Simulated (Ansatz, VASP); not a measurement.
# Two plane-wave programs on Au

```xyz
1
Lattice="0.0000 2.0148 2.0148 2.0148 0.0000 2.0148 2.0148 2.0148 0.0000" Properties=species:S:1:pos:R:3 pbc="T T T"
Au    0.0000    0.0000    0.0000
```

Alike in both runs: task single point; functional PBE; k mesh 18 × 18 × 18; occupations gaussian, width 0.3 eV; no spin polarisation.

```csv
,VASP,Ansatz
version,VASP 6.6.1,Ansatz 0.2.0
potentials or method,"VASP PAW PBE potentials, release 64 (Au)","scalar-relativistic, plane waves, PAW"
plane-wave cutoff (eV),520,420
valence electrons in the cell,11,19
```

```tsv
	VASP	Ansatz	Ansatz less VASP
gap on the k mesh at the Fermi level (eV)	none	none	-
pressure (GPa)	17.0	17.4	+0.36
```

A gap of «none» marks a metal or a gap that the smearing closes. The two sets of potentials don't hold the same shells in valence.

Caveats: so large a pressure means that the cell lies far from this level's equilibrium, or that cutoff or potentials fall short (VASP). Spin-orbit coupling is left out, which matters for the levels of Au.
